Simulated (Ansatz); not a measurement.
# AlAs (F-43m): zone-centre modes under pressure, part 2 of 3

Aim: how do the optical modes of AlAs (F-43m) move with volume?

Ansatz 0.2.0; DFT LDA, scalar-relativistic, plane waves, PAW; PAW set soft_1.

So far. Step 3 (Tight relaxation): The forces vanish by symmetry and the pressure is 0.004 GPa, within the tolerances set. The cell now holds 22.29 Å³/atom.

## Step 4: Modes at rest

The modes at rest are the reference of the series, and the response to a field gives the dielectric tensor and the Born charges.

input.yaml

```yaml
crystal:
  lattice:
    - [0.0, 2.814436714, 2.814436714]
    - [2.814436714, 0.0, 2.814436714]
    - [2.814436714, 2.814436714, 0.0]
  atoms:
    - { symbol: Al, position: [0.0, 0.0, 0.0] }
    - { symbol: As, position: [0.75, 0.75, 0.75] }
kpoints:
  mp_grid: { grid: [12, 12, 12] }
hamiltonian:
  xc: lda
  pseudopotentials: { kind: paw, azcp: { folder: soft_1 }, xc_functional: pbe }
scf:
  occupations: { method: fixed }
output:
  eigenvalues: true
phonons:
  method: dfpt
  dielectric: true
  rigid_motions: translations
  raman: true
```

Command:

```console
ansatz run input.yaml --threads 4 --pin off --max-ram 10240MiB --backend cpu --events-out ev --progress --plain --runs-dir out
```

Numbers of over 12 decimals in the logs are rounded to 6 here.

Log:

```text
[...]
Crystal: 2 atoms, lattice volume = 44.587 Å³
Basis set: ecut = 420 eV, 893 PW (Γ), exchange–correlation on 54×54×54 points (8 copies of the dense FFT grid, shifted against one another)
Bands: 13, of which v1, the nominal top of the filled ones, is band 9 counted from 1 (8 counted from 0)
Symmetry: 24 space group operations
k-points: 280 of 1728 (irreducible under 4 space group operations, time reversal used)
[...]
SCF iter   1: F=—  HF=-5287.760356 eV  |F-HF|=—  |Δ(HF+E_count)|=         —  Δρ=3.80e-2  dr2=7.68e-1  ethr=3.10e-3  ⟨swp⟩=4.6  Hψ=18741  notcnv=0  defer=493
[...]
SCF iter   8: F=-5287.495888 eV  HF=-5287.495888 eV  |F-HF|=1.82e-12  |Δ(HF+E_count)|=  4.00e-11  Δρ=1.14e-7  dr2=4.45e-12  ethr=1.00e-12  ⟨swp⟩=7.3  Hψ=21167  notcnv=0
SCF 1 converged in 8 iterations: F = -5287.495888 eV  dr2 = 4.45e-12
[...]
NSCF: frozen V_eff on 1 k-points
DFPT response loops at Γ: preconditioner auto → none (the input reference at scf.mixing.eps_inf says where Resta's filter doesn't serve); β = 0.50; Broyden in place of MSR1
── the response to a field inside a basis, on 12×12×12 k-points: an SCF that follows is theirs, and a resumed run solves both again ──
Bands: 10, of which v1, the nominal top of the filled ones, is band 9 counted from 1 (8 counted from 0)
k-points: 182
[...]
Eigensolver: Dense (182 Hₖ)
SCF iter   1: F=—  HF=-5287.494722 eV  |F-HF|=—  |Δ(HF+E_count)|=         —  Δρ=6.95e-5  dr2=8.06e-7  ethr=1.00e-1
[...]
SCF iter   5: F=-5287.494722 eV  HF=-5287.494722 eV  |F-HF|=5.46e-12  |Δ(HF+E_count)|=  6.73e-11  Δρ=2.45e-7  dr2=1.22e-11  ethr=2.00e-12
SCF 1 converged in 5 iterations: F = -5287.494722 eV  dr2 = 1.22e-11
[...]
WARN: field response: ε∞ stands inside a basis, on 12×12×12 points; the force constants stand on the 12×12×12 k-mesh, whose period is 13.70 times the interband length at k = (0.0000, 0.0000, 0.0000), direct gap 1.984 eV, under 14: take them and everything formed from them as unconverged, and compare with a denser kpoints.mp_grid
SCF converged after 8 iterations
Free energy (F): -5287.495888 eV
[...]
Internal energy: -5287.495888 eV  (E = F + TS)
E sigma→0 (E₀):  -5287.495888 eV
Fermi energy:    6.043987 eV
[...]
--- Band table (eV; the first three rows and the last of 280) ---
  k-point 0: bands = [... 5 lower, -5.9591, 6.0440, 6.0440, 6.0440, 8.0283, 10.3417, 10.3417, 10.3417]
  k-point 1: bands = [... 5 lower, -5.8896, 5.2413, 5.9668, 5.9668, 8.5724, 10.4488, 10.4804, 10.4804]
  k-point 2: bands = [... 5 lower, -5.6872, 3.9069, 5.7786, 5.7786, 8.8268, 10.7800, 10.7800, 11.2211]
  k-point 279: bands = [... 5 lower, -3.9289, 0.9115, 2.7916, 3.1605, 10.3060, 11.7052, 11.7311, 12.0527]
--- Phonons (Γ-DFPT): 2 representative perturbations + reference, on 280 of 1728 k-points (Σ response iterations 6) ---
  k mesh reduced under 4 symmetry operations, with k and −k counted as one. Each operation leaves every solved perturbation unchanged. A smaller set is not considered because the run solves the response to a homogeneous field
  ASR residual: 5.027e-5 → 0.000e0 eV/Å²; symmetrization residual: 7.440e-7 eV/Å²
  ASR residual per site (eV/Å²): 3.86e-5 5.03e-5
  Γ frequencies (cm⁻¹): 0.00 0.00 0.00 358.35 358.35 358.35
  ε∞ (high-frequency dielectric tensor):
        9.438036     0.000000     0.000000
        0.000000     9.438036     0.000000
        0.000000     0.000000     9.438036
  ε⁰ (static dielectric tensor: ions relaxed, cell fixed):
       11.437090     0.000000     0.000000
        0.000000    11.437090    -0.000000
        0.000000    -0.000000    11.437090
  ε⁰ − ε∞ (ionic part):
        1.999053     0.000000     0.000000
        0.000000     1.999053    -0.000000
        0.000000    -0.000000     1.999053
  softest optical mode at Γ: 358.35 cm⁻¹; the repairs (sum rule, projections) moved no ω² at Γ by more than (0.66 cm⁻¹)²
  Born effective charges Z* (e; rows j = field, columns β = displacement):
    site 0:
         2.14813    0.00000   -0.00000
         0.00000    2.14813    0.00000
         0.00000    0.00000    2.14813
    site 1:
        -2.14813   -0.00000    0.00000
        -0.00000   -2.14813   -0.00000
        -0.00000   -0.00000   -2.14813
  Z* charge neutrality: 7.060e-5 e pre-enforcement
  solved inside a basis spanned on kpoints, on 12×12×12 k-points transformed towards the longest dipole: ε∞ is read to err by 2.7e-2, Z* by 1.6e-2 e (field_mesh: kpoints solves on kpoints); Z* is corrected for what the basis lacks
  Raman tensors (in the event stream and the table raman_tensors.tsv): an entry may err by 1.2e-2 Å², one of the second-order susceptibility by 1.1e-1 pm/V (basis, points and sum rule); their sum over the sites missed zero by 3.141e-5 Å² ahead of its enforcement
  optical modes at Γ without the LO–TO term, one row a degenerate level:
      ω (cm⁻¹)  modes    IR ((D/Å)²/amu)  static Raman (Å⁴/amu)  depolarisation
        358.35      3            16.0997               209.5750           0.750
  optical modes at Γ + LO–TO along q̂ = [1.0000, 0.0000, 0.0000]:
      ω (cm⁻¹)  modes    IR ((D/Å)²/amu)  static Raman (Å⁴/amu)  depolarisation
        358.35      2            10.7331               139.7167           0.750
        394.48      1             5.3666               174.7991           0.750
  optical modes at Γ + LO–TO along q̂ = [0.0000, 1.0000, 0.0000]:
      ω (cm⁻¹)  modes    IR ((D/Å)²/amu)  static Raman (Å⁴/amu)  depolarisation
        358.35      2            10.7331               139.7167           0.750
        394.48      1             5.3666               174.7991           0.750
  optical modes at Γ + LO–TO along q̂ = [0.0000, 0.0000, 1.0000]:
      ω (cm⁻¹)  modes    IR ((D/Å)²/amu)  static Raman (Å⁴/amu)  depolarisation
        358.35      2            10.7331               139.7167           0.750
        394.48      1             5.3666               174.7991           0.750
```

The job ended after 96 s (4 threads of AMD EPYC 7B13 (Zen 3), shared host; peak memory 1.3 GiB).

This step gave:

| Item | Value |
| --- | --- |
| sum-rule residual before enforcement | 5.03e-5 eV/Å² |
| miss of the charge sum rule | 7.06e-5 e |
| estimated error of the dielectric tensor | 0.02676 |
| estimated error of the Born charges | 0.01562 e |
| point group | -43m |
| highest optical mode at the zone centre (no LO-TO term) | 358.4 cm⁻¹ |
| lowest optical zone-centre mode | 358.4 cm⁻¹ |
| mean high-frequency dielectric constant | 9.438 |
| largest Born charge (third of the trace) | 2.148 e |
| mean static dielectric constant | 11.44 |
| top of the zone-centre spectrum with the field | 394.5 cm⁻¹ |

Without the LO-TO term. Patterns of degenerate modes are one choice out of their space. The modes at Γ (shares of kinetic energy by element, %):

```tsv
mode	frequency (cm⁻¹)	symmetry	Al %	As %
1	0.0	acoustic	26	74
2	0.0	acoustic	26	74
3	0.0	acoustic	26	74
4	358.4	T2	74	26
5	358.4	T2	74	26
6	358.4	T2	74	26
```

Displacements in mode 5 (358.4 cm⁻¹), the largest set to 1:
```
Al1  0.00  0.00  1.00
As2  0.00  0.00 -0.36
```

Optical modes at the zone centre, without and with the macroscopic field of the longitudinal modes; each column is sorted by frequency, so a row need not hold one and the same mode. Modes with and without the field, by row:

```tsv
rank among optical modes	no field (cm⁻¹)	q along (1, 0, 0) (cm⁻¹)
1	358.4	358.4
2	358.4	358.4
3	358.4	394.5
```

Born charge (rows field, columns displacement) (e), principal values of the symmetric part by kind of site:

```tsv
atom	atoms with these values	low	middle	high	mean
Al1	1	2.15	2.15	2.15	2.15
As2	1	-2.15	-2.15	-2.15	-2.15
```

In full for As2:

```
-2.15  0.00  0.00
 0.00 -2.15  0.00
 0.00  0.00 -2.15
```

High-frequency dielectric tensor:

```
9.44 0.00 0.00
0.00 9.44 0.00
0.00 0.00 9.44
```

Static dielectric tensor (ions relaxed, fixed cell):

```
11.44  0.00  0.00
 0.00 11.44  0.00
 0.00  0.00 11.44
```

Transverse modes. Infrared lines, with heights relative to the strongest:

```tsv
position (cm⁻¹)	label	relative intensity
358	T2	100
```

Activity x (w_L - w)^4 (n + 1)/w, 532 nm, 300 K; the tensors are static ones, while 532 nm light lies above the computed direct gap, where resonance would change the heights; modes without the macroscopic field alone. Raman lines, with heights relative to the strongest:

```tsv
position (cm⁻¹)	label	relative intensity
358	T2	100
```

Before it was imposed, the acoustic sum rule was missed by 5.0e-5 eV/Å² and the charge sum rule by 7.1e-5 e. Small misses are needed for a sound result but don't prove that mesh and cutoff are converged. The lowest optical mode is real, 358 cm⁻¹.

The log warns of the k mesh: “the force constants stand on the 12×12×12 k-mesh, whose period is 13.70 times the interband length at k = (0.0000, 0.0000, 0.0000), direct gap 1.984 eV, under 14: take them and everything formed from them as unconverged”. So the frequencies of this run count as unconverged too.

## Step 5: Ground state of a member: 1.06 times the volume at rest

The cell is set to 1.06 times the volume at rest; symmetry leaves nothing else free, so this is a single point.

input.yaml, the sections that differ from step 4:

```yaml
crystal:
  lattice:
    - [0.0, 2.8696357615, 2.8696357615]
    - [2.8696357615, 0.0, 2.8696357615]
    - [2.8696357615, 2.8696357615, 0.0]
  atoms:
    - { symbol: Al, position: [0.0, 0.0, 0.0] }
    - { symbol: As, position: [0.75, 0.75, 0.75] }
scf:
  occupations: { method: gaussian, width: 0.02 }
output:
  forces: true
  stress: true
  eigenvalues: true
# kpoints, hamiltonian: as in step 4
# phonons: removed
```

Log:

```text
[...]
Crystal: 2 atoms, lattice volume = 47.262 Å³
Basis set: ecut = 420 eV, 941 PW (Γ)
Bands: 13, of which v1, the nominal top of the filled ones, is band 9 counted from 1 (8 counted from 0)
Symmetry: 24 space group operations
[...]
k-points: 72 of 1728 (time reversal used)
[...]
SCF iter   1: F=—  HF=-5287.699785 eV  |F-HF|=—  |Δ(HF+E_count)|=         —  Δρ=3.53e-2  dr2=7.25e-1  ethr=3.10e-3  ⟨swp⟩=6.0  Hψ=5793  notcnv=0
[...]
SCF iter   7: F=-5287.461830 eV  HF=-5287.461830 eV  |F-HF|=6.91e-10  |Δ(HF+E_count)|=   2.62e-8  Δρ=1.10e-6  dr2=4.23e-10  ethr=3.60e-10  ⟨swp⟩=4.9  Hψ=4225  notcnv=0
SCF 1 converged in 7 iterations: F = -5287.461830 eV  dr2 = 4.23e-10
[...]
SCF converged after 7 iterations
Free energy (F): -5287.461830 eV
[...]
Internal energy: -5287.461830 eV  (E = F + TS)
E sigma→0 (E₀):  -5287.461830 eV
Fermi energy:    6.140006 eV
[...]
--- Stress (GPa, compression-positive) ---
       -3.877692      -0.000000      -0.000000
        0.000000      -3.877692       0.000000
       -0.000000       0.000000      -3.877692
  P = ⅓ Tr σ = -3.8777 GPa (-38.777 kbar)
--- Band table (eV; the first three rows and the last of 72) ---
  k-point 0: bands = [... 5 lower, -6.2536, 5.4315, 5.4315, 5.4315, 6.9626, 9.6279, 9.6279, 9.6279]
  k-point 1: bands = [... 5 lower, -6.1892, 4.6074, 5.3588, 5.3588, 7.5584, 9.7085, 9.7587, 9.7587]
  k-point 2: bands = [... 5 lower, -6.0021, 3.3225, 5.1807, 5.1807, 7.9067, 10.0458, 10.0458, 10.3536]
  k-point 71: bands = [... 5 lower, -4.4164, 0.4517, 2.3966, 2.7382, 9.6668, 10.7843, 10.9013, 11.3683]
```

The job ended after 1.2 s (4 threads; peak memory 0.42 GiB).

This step gave:

```yaml
pressure: -3.878 GPa
gap_on_the_k_mesh: 1.417 eV
volume_per_atom: 23.63 Å³
```

The forces vanish by symmetry, at a pressure of -3.88 GPa.

## Step 6: Modes of this member: 1.06 times the volume at rest

The zone-centre modes follow for 1.06 times the volume at rest, with the response to a field.

input.yaml, as its differences from that of step 5:

```diff
@@ -14,6 +14,8 @@
 scf:
-  occupations: { method: gaussian, width: 0.02 }
+  occupations: { method: fixed }
 output:
-  forces: true
-  stress: true
   eigenvalues: true
+phonons:
+  method: dfpt
+  dielectric: true
+  rigid_motions: translations
```

Log:

```text
[...]
Crystal: 2 atoms, lattice volume = 47.262 Å³
Basis set: ecut = 420 eV, 941 PW (Γ), exchange–correlation on 60×60×60 points (8 copies of the dense FFT grid, shifted against one another)
Bands: 13, of which v1, the nominal top of the filled ones, is band 9 counted from 1 (8 counted from 0)
Symmetry: 24 space group operations
k-points: 280 of 1728 (irreducible under 4 space group operations, time reversal used)
[...]
SCF iter   1: F=—  HF=-5287.700199 eV  |F-HF|=—  |Δ(HF+E_count)|=         —  Δρ=3.54e-2  dr2=7.25e-1  ethr=3.10e-3  ⟨swp⟩=4.7  Hψ=18762  notcnv=0  defer=499
[...]
SCF iter   8: F=-5287.461831 eV  HF=-5287.461831 eV  |F-HF|=0.00e0  |Δ(HF+E_count)|=  2.27e-10  Δρ=6.85e-8  dr2=8.99e-13  ethr=1.00e-12  ⟨swp⟩=7.4  Hψ=21318  notcnv=0
SCF 1 converged in 8 iterations: F = -5287.461831 eV  dr2 = 8.99e-13
[...]
Bands: 10, of which v1, the nominal top of the filled ones, is band 9 counted from 1 (8 counted from 0)
k-points: 182 of 1728 (irreducible under 6 space group operations, time reversal used)
[...]
Eigensolver: Dense (182 Hₖ)
SCF iter   1: F=—  HF=-5287.460673 eV  |F-HF|=—  |Δ(HF+E_count)|=         —  Δρ=7.18e-5  dr2=9.35e-7  ethr=1.00e-1
[...]
SCF iter   3: F=-5287.460673 eV  HF=-5287.460673 eV  |F-HF|=4.14e-8  |Δ(HF+E_count)|=   3.52e-8  Δρ=8.68e-6  dr2=3.10e-8  ethr=1.81e-9
SCF 1 converged in 3 iterations: F = -5287.460673 eV  dr2 = 3.10e-8
[...]
SCF converged after 8 iterations
Free energy (F): -5287.461831 eV
[...]
Internal energy: -5287.461831 eV  (E = F + TS)
E sigma→0 (E₀):  -5287.461831 eV
Fermi energy:    5.431508 eV
[...]
--- Band table (eV; the first three rows and the last of 280) ---
  k-point 0: bands = [... 5 lower, -6.2536, 5.4315, 5.4315, 5.4315, 6.9626, 9.6279, 9.6279, 9.6279]
  k-point 1: bands = [... 5 lower, -6.1892, 4.6074, 5.3588, 5.3588, 7.5584, 9.7085, 9.7587, 9.7587]
  k-point 2: bands = [... 5 lower, -6.0021, 3.3225, 5.1808, 5.1808, 7.9067, 10.0458, 10.0458, 10.3536]
  k-point 279: bands = [... 5 lower, -4.4164, 0.4517, 2.3966, 2.7382, 9.6668, 10.7843, 10.9013, 11.3683]
[...]
ASR residual: 2.132e-5 → 0.000e0 eV/Å²; symmetrization residual: 6.752e-7 eV/Å²
  ASR residual per site (eV/Å²): 1.27e-5 2.13e-5
  Γ frequencies (cm⁻¹): 0.00 0.00 0.00 334.75 334.75 334.75
  ε∞ (high-frequency dielectric tensor):
        9.847842     0.000000    -0.000000
        0.000000     9.847842     0.000000
       -0.000000     0.000000     9.847842
  ε⁰ (static dielectric tensor: ions relaxed, cell fixed):
       12.099072     0.000000    -0.000000
        0.000000    12.099072     0.000000
       -0.000000     0.000000    12.099072
  ε⁰ − ε∞ (ionic part):
        2.251231     0.000000     0.000000
        0.000000     2.251231     0.000000
        0.000000     0.000000     2.251231
[...]
Born effective charges Z* (e; rows j = field, columns β = displacement):
    site 0:
         2.19237   -0.00000    0.00000
         0.00000    2.19237    0.00000
        -0.00000   -0.00000    2.19237
    site 1:
        -2.19237    0.00000   -0.00000
        -0.00000   -2.19237   -0.00000
         0.00000    0.00000   -2.19237
  Z* charge neutrality: 9.317e-5 e pre-enforcement
  solved inside a basis spanned on kpoints, on 12×12×12 k-points, its susceptibility summed on 16×16×16: ε∞ is read to err by 3.0e-2, Z* by 1.6e-2 e (field_mesh: kpoints solves on kpoints); Z* is corrected for what the basis lacks
  optical modes at Γ without the LO–TO term, one row a degenerate level:
      ω (cm⁻¹)  modes    IR ((D/Å)²/amu)
        334.75      3            16.7698
  optical modes at Γ + LO–TO along q̂ = [1.0000, 0.0000, 0.0000]:
      ω (cm⁻¹)  modes    IR ((D/Å)²/amu)
        334.75      2            11.1798
        371.04      1             5.5899
  optical modes at Γ + LO–TO along q̂ = [0.0000, 1.0000, 0.0000]:
      ω (cm⁻¹)  modes    IR ((D/Å)²/amu)
        334.75      2            11.1798
        371.04      1             5.5899
  optical modes at Γ + LO–TO along q̂ = [0.0000, 0.0000, 1.0000]:
      ω (cm⁻¹)  modes    IR ((D/Å)²/amu)
        334.75      2            11.1798
        371.04      1             5.5899
```

The job ended after 29 s (4 threads; peak memory 0.93 GiB).

This step gave:

```
sum-rule residual before enforcement                    : 2.13e-5 eV/Å²
miss of the charge sum rule                             : 9.32e-5 e
estimated error of the dielectric tensor                : 0.03023
estimated error of the Born charges                     : 0.01565 e
highest optical mode at the zone centre (no LO-TO term) : 334.8 cm⁻¹
lowest optical zone-centre mode                         : 334.8 cm⁻¹
mean high-frequency dielectric constant                 : 9.848
largest Born charge (third of the trace)                : 2.192 e
mean static dielectric constant                         : 12.10
top of the zone-centre spectrum with the field          : 371.0 cm⁻¹
```

Without the LO-TO term. Patterns of degenerate modes are one choice out of their space. The modes at Γ (shares of kinetic energy by element, %):

```tsv
mode	frequency (cm⁻¹)	symmetry	Al %	As %
1	0.0	acoustic	26	74
2	0.0	acoustic	26	74
3	0.0	acoustic	26	74
4	334.8	T2	74	26
5	334.8	T2	74	26
6	334.8	T2	74	26
```

Transverse modes. Lines of the infrared spectrum (strongest = 100):

```tsv
position (cm⁻¹)	label	relative intensity
335	T2	100
```

The optical mode without the LO-TO term lies at 334.8 cm⁻¹.

The log warns of the k mesh: “the force constants stand on the 12×12×12 k-mesh, whose period is 12.52 times the interband length at k = (0.0000, 0.0000, 0.0000), direct gap 1.531 eV, under 14: take them and everything formed from them as unconverged”. So the frequencies of this run count as unconverged too.

(Part 2 of 3 ends here.)

[Logs are printed without paths, hosts, clocks, repeated set-up lines and the standing remarks that a program may print on its own settings, such as how far it seeks lower states.]

[Hosts, paths, dates, database ids (printed as entryN), source tags and the programs' standing remarks are cut or masked in the printed files.]
